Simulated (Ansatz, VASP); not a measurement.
**One calculation of Cu, two programs**

INCAR

```
ALGO = Normal
EDIFF = 1E-6
ENCUT = 520
ISIF = 2
ISMEAR = -1
LASPH = T
LCHARG = F
LREAL = F
LWAVE = F
NBANDS = 12
NELM = 80
PREC = Accurate
SIGMA = 0.06
```

Contents of KPOINTS:

```
k-points
0
Gamma
  12 12 12
```

POSCAR

```
Cu
1.0
    0.0000000000      1.7360710000      1.7360710000
    1.7360710000      0.0000000000      1.7360710000
    1.7360710000      1.7360710000      0.0000000000
Cu
1
Direct
    0.0000000000      0.0000000000      0.0000000000
```

Input for Ansatz:

```yaml
crystal:
  atoms:
  - position: [0.0, 0.0, 0.0]
    symbol: Cu
  lattice:
  - [0.0, 1.736071, 1.736071]
  - [1.736071, 0.0, 1.736071]
  - [1.736071, 1.736071, 0.0]
hamiltonian:
  dispersion: none
  pseudopotentials:
    dirac_shells:
      Cu: [2p]
    kind: all_electron
    lapw: {}
    relativity: scalar
  xc: lda
kpoints:
  mp_grid:
    grid: [12, 12, 12]
    shift: [0, 0, 0]
magnetization: {spin_polarized: false}
output: {forces: true, stress: true}
scf:
  occupations: {method: fermi_dirac, width: 0.06}
```

Alike in both runs: task single point; functional LDA; k mesh 12 × 12 × 12; occupations fermi-dirac, width 0.06 eV; no spin polarisation.

|  | VASP | Ansatz |
| --- | --- | --- |
| version | VASP 6.6.1 | Ansatz 0.2 development build |
| potentials or method | VASP PAW LDA potentials, release 64 (Cu) | all-electron full-potential LAPW, scalar-relativistic |
| plane-wave cutoff (eV) | 520 | see its input |

```tsv
	VASP	Ansatz	Ansatz less VASP
pressure (GPa)	9.1	8.2	-0.89
```

Ansatz ran all-electron here, so the differences hold the error of VASP's frozen core and of both bases.
